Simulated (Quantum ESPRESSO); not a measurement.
Os:

```
CELL_PARAMETERS angstrom
2.73410 0.00000 0.00000
-1.36705 2.36780 0.00000
0.00000 0.00000 4.31970
ATOMIC_POSITIONS crystal
Os 0.66667 0.33333 0.75000
Os 0.33333 0.66667 0.25000
```

```yaml
Program: Quantum ESPRESSO 7.5
Task: phonons
Functional: AM05
Potentials_or_basis: PseudoDojo 0.4.1 SR PBE standard
Cutoff: 1007 eV
Density_cutoff: 4027 eV
k_mesh: 11 × 11 × 6
Occupations: methfessel-paxton, width 0.272 eV
Spin: no spin polarisation
Mixing_beta: 0.5
Most_SCF_iterations: 120
SCF_threshold: 4e-10 Ry
```

The cell and the atoms were relaxed first, to 13.81 Å³/atom (a = 2.722 Å, b = 2.722 Å, c = 4.305 Å, α = 90.00°, β = 90.00°, γ = 120.00°), and the response was taken there.

```xyz
2
Lattice="2.7215 0.0000 0.0000 -1.3608 2.3569 0.0000 0.0000 0.0000 4.3050" Properties=species:S:1:pos:R:3 pbc="T T T"
Os    1.3608    0.7856    3.2287
Os    0.0000    1.5713    1.0762
```

Which optical modes does the crystal have at the zone centre, and which show in infrared and Raman spectra?

The optical modes are E2g + B1g. None is infrared active. Raman active: E2g.

Optical modes at Γ, degenerate ones joined:
| cm⁻¹ | components | symmetry | active in |
| --- | --- | --- | --- |
| 153 | 2 | E2g | Raman |
| 223 | 1 | B1g | silent |

Caveat: the mesh is thin for the phonons of a metal; the potentials were made for another functional, which shifts forces and pressure.
